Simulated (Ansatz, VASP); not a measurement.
**CdSe in VASP and in Ansatz**

```
CELL_PARAMETERS angstrom
4.08357 0.00000 0.00000
-2.04179 3.53648 0.00000
0.00000 0.00000 6.66444
ATOMIC_POSITIONS crystal
Cd 0.66667 0.33333 0.00000
Cd 0.33333 0.66667 0.50000
Se 0.66667 0.33333 0.37500
Se 0.33333 0.66667 0.87500
```

Change from the starting cell: strain -0.050 along x and y, -0.050 along z, atoms carried along.

Alike in both runs: task single point; functional PBE; k mesh 9 × 9 × 4; occupations gaussian, width 0.05 eV; no spin polarisation.

```csv
,VASP,Ansatz
version,VASP 6.6.1,Ansatz 0.2.0
potentials or method,"VASP PAW PBE potentials, release 64 (Cd, Se)","scalar-relativistic, plane waves, PAW"
plane-wave cutoff (eV),520,420
valence electrons in the cell,36,72
```

```csv
,VASP,Ansatz,Ansatz less VASP
gap on the k mesh at the Fermi level (eV),1.01,1.00,-0.008
least direct gap on the mesh (eV),1.01,1.00,-0.008
pressure (GPa),16.2,15.5,-0.64
largest component of the traceless stress (GPa),0.32,0.31,-0.013
rms of the force components (eV/Å),0.008,0.008,+0.0005
```

Atom by atom the forces differ by 0.001 eV/Å (rms over components). The two sets of potentials don't hold the same shells in valence.

Caveats: so large a pressure means that the cell lies far from this level's equilibrium, or that cutoff or potentials fall short (VASP).
